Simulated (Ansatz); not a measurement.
**Compressing HfO2: a fit and a missing row**

HfO2, P4_2/mnm, a = 4.880 Å, c = 3.238 Å. This isn't the usual stable structure of the compound. Ansatz: PBE, PAW, 420 eV, Γ-centred 6×6×8 mesh on 6 atoms, Gaussian smearing 0.02 eV; no spin polarisation. Shape and atoms are relaxed at each volume; pressure is positive in compression.

```
V (Å³/atom) P (GPa)
     11.310    34.45
     11.696        ?
     12.081    14.49
     12.467     6.67
     12.853     0.01
     13.238    -5.62
     13.624   -10.32
     14.138   -15.34
```

**Question.** Take V0 = 12.853 Å³/atom, count pressures from its P0 = 0.01 GPa, fit the third-order Birch–Murnaghan form to the other rows, and predict the missing pressure.

**Answer.** With the Eulerian strain f = ½[(V0/V)^(2/3) − 1] and y = (P − P0)/[3f(1 + 2f)^(5/2)], the form is the line y = B0 + 1.5 B0 (B0′ − 4) f. Rows (f, y): 0.04450, 208.5; 0.02108, 206.5; 0.01027, 205.5; -0.00974, 202.4; -0.01905, 199.2; -0.03078, 194.9. Means f = 0.002713, y = 202.83; Σ(Δf)² = 0.003891, ΣΔfΔy = 0.6745; the slope is their ratio. y = 202.4 + 173.3 f GPa, so B0 = 202.4 GPa and B0′ = 4 + 2 × (173.3)/(3 × 202.4) = 4.57. At V = 11.696, f = 0.03245, y = 208.02 and P = 23.71 GPa. The run gave 23.67 GPa, so the fit is 0.04 GPa too high, within the rms miss on the fitted rows (0.14 GPa).

Spin–orbit coupling is left out, which can shift energies with elements as heavy as these.